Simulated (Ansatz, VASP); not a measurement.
HfN: VASP beside Ansatz

Contents of POSCAR:

```
HfN
1.0
    3.1339080000      0.0000000000      0.0000000000
   -1.5669540000      2.7140440000      0.0000000000
    0.0000000000      0.0000000000      5.4167680000
Hf N
2 2
Direct
    0.6666666667      0.3333333333      0.7500000000
    0.3333333333      0.6666666667      0.2500000000
    0.0000000000      0.0000000000      0.0000000000
    0.0000000000      0.0000000000      0.5000000000
```

INCAR.step1

```
SYSTEM = HfN
PREC = Accurate
ENCUT = 520
ISMEAR = 0
SIGMA = 0.15
LREAL = .FALSE.
LASPH = .TRUE.
NELM = 60
NBANDS = 23
GGA = PE
ALGO = Normal
EDIFF = 1E-4
LWAVE = .TRUE.
LCHARG = .FALSE.
```

Contents of INCAR.step2:

```
SYSTEM = HfN
PREC = Accurate
ENCUT = 520
EDIFF = 1E-6
ISMEAR = 0
SIGMA = 0.15
LREAL = .FALSE.
LASPH = .TRUE.
NELM = 60
ALGO = Normal
ISIF = 2
LWAVE = .FALSE.
LCHARG = .FALSE.
METAGGA = R2SCAN
LMIXTAU = .TRUE.
NBANDS = 23
ISTART = 1
```

Contents of KPOINTS:

```
regular mesh
0
G
  8 8 4
  0 0 0
```

Input for Ansatz:

```yaml
crystal:
  lattice:
    - [3.133908, 0.0, 0.0]
    - [-1.566954, 2.714044, 0.0]
    - [0.0, 0.0, 5.416768]
  atoms:
    - { symbol: Hf, position: [0.6666666666666666, 0.3333333333333333, 0.75] }
    - { symbol: Hf, position: [0.3333333333333333, 0.6666666666666666, 0.25] }
    - { symbol: "N", position: [0.0, 0.0, 0.0] }
    - { symbol: "N", position: [0.0, 0.0, 0.5] }
basis:
  ecutwfc: 650.0
kpoints:
  mp_grid:
    grid: [8, 8, 4]
hamiltonian:
  xc: r2scan
scf:
  convergence:
    dr2_threshold: 1.0e-09
  occupations:
    method: gaussian
    width: 0.15
output:
  forces: true
  stress: true
```

The cell comes from a database or a generator and needn't be the stable form of this composition.

Alike in both runs: task single point; functional r2SCAN; k mesh 8 × 8 × 4; occupations gaussian, width 0.15 eV; no spin polarisation.

|  | VASP | Ansatz |
| --- | --- | --- |
| version | VASP 6.6.1 | Ansatz 0.2.0 |
| potentials or method | VASP PAW PBE potentials, release 64 (Hf_pv, N) | plane waves, PAW |
| plane-wave cutoff (eV) | 520 | 650 |
| valence electrons in the cell | 30 | 62 |

Ansatz gave:

- pressure (GPa): 2.5
- largest component of the traceless stress (GPa): 0.37

Estimate VASP's values.

pressure (GPa): 0.0; largest component of the traceless stress (GPa): 0.32.

The two sets of potentials don't hold the same shells in valence. Ansatz warned: «stress_scf_threshold_loose».

Caveats: the PAW data sets were made with another functional, which shifts forces and pressure a little (VASP). The runs have no spin-orbit coupling, so splittings on Hf are missing.
